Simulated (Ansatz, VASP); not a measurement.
**One calculation of Ti, two programs**

```
Ti
1.0
     2.68375    0.00000    0.00000
     0.00000    2.68375    0.00000
     0.00000    0.00000    2.68375
Ti
1
Direct
  0.00000 0.00000 0.00000
```

Change from the starting cell: volume scaled by 1.05, PAW files.

Alike in both runs: task electric field gradients; functional PBE; k mesh 15 × 15 × 15; occupations fermi-dirac, width 0.05 eV; no spin polarisation.

|  | VASP | Ansatz |
| --- | --- | --- |
| version | VASP 6.6.1 | Ansatz 0.2.0 |
| potentials or method | VASP PAW PBE potentials, release 64 (Ti_sv) | PAW with Ansatz's default frozen-core files, scalar-relativistic |
| plane-wave cutoff (eV) | 520 | 420 |
| valence electrons in the cell | 12 | 12 |

```csv
,VASP,Ansatz,Ansatz less VASP
pressure (GPa),-3.5,-3.4,+0.10
Vzz of the field gradient on the site that differs most (V/Å²),0.0,0.0,0.00
```
